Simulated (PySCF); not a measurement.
Species: fluoroform, CHF₃.
Geometry (GFN2-xTB, Å), atoms numbered from 1 in this order:
```xyz
5
CHF3 angstrom
F     -0.9019   -0.8162   -0.4812
C      0.0049   -0.0076    0.0543
F      1.1776   -0.2566   -0.5163
F     -0.3370    1.2458   -0.2195
H      0.0650   -0.1626    1.1456
```

PySCF, density fitting, gas phase, GFN2-xTB geometry. The standard run uses grid level 2 after a coarse-grid start, the def2-universal JK fitting basis (with tight functions added where the orbital basis needs them), an energy threshold of 1e-9 Eh and DIIS. The changed runs have no coarse-grid stage.

Q: Standard PBE0/pcSseg-1: E = -337.890305 Eh, HOMO -11.294 eV, LUMO 1.810 eV, dipole 1.616 D, 12 cycles (coarse-grid cycles included). What changes at PBE0/pcSseg-1 with: fitting basis cc-pvdz-ri, at most 54 cycles?

A: E = -337.900598 Eh (-10.293 mEh), HOMO -11.296 eV (-0.002), LUMO 1.811 eV (+0.001), dipole 1.617 D (+0.001), 8 SCF cycles. Of the changed settings only the fitting basis enters the energy expression; the total energy moves by 6.46 kcal/mol. The setting was typed as a poor one on purpose.

The cycles:
```
cycle   1  E = -337.7943505644  dE =  6.136e-01  |g| = 8.117e-01  |ddm| = 1.760e+00
cycle   2  E = -337.6996230089  dE =  9.473e-02  |g| = 1.166e+00  |ddm| = 8.200e-01
cycle   3  E = -337.9004934789  dE = -2.009e-01  |g| = 2.626e-02  |ddm| = 4.781e-01
cycle   4  E = -337.9005789888  dE = -8.551e-05  |g| = 1.123e-02  |ddm| = 1.817e-02
cycle   5  E = -337.9005974949  dE = -1.851e-05  |g| = 1.700e-03  |ddm| = 6.827e-03
cycle   6  E = -337.9005980958  dE = -6.009e-07  |g| = 1.631e-04  |ddm| = 1.320e-03
cycle   7  E = -337.9005981016  dE = -5.868e-09  |g| = 2.772e-05  |ddm| = 1.236e-04
cycle   8  E = -337.9005981017  dE = -6.912e-11  |g| = 1.820e-05  |ddm| = 1.869e-05
```
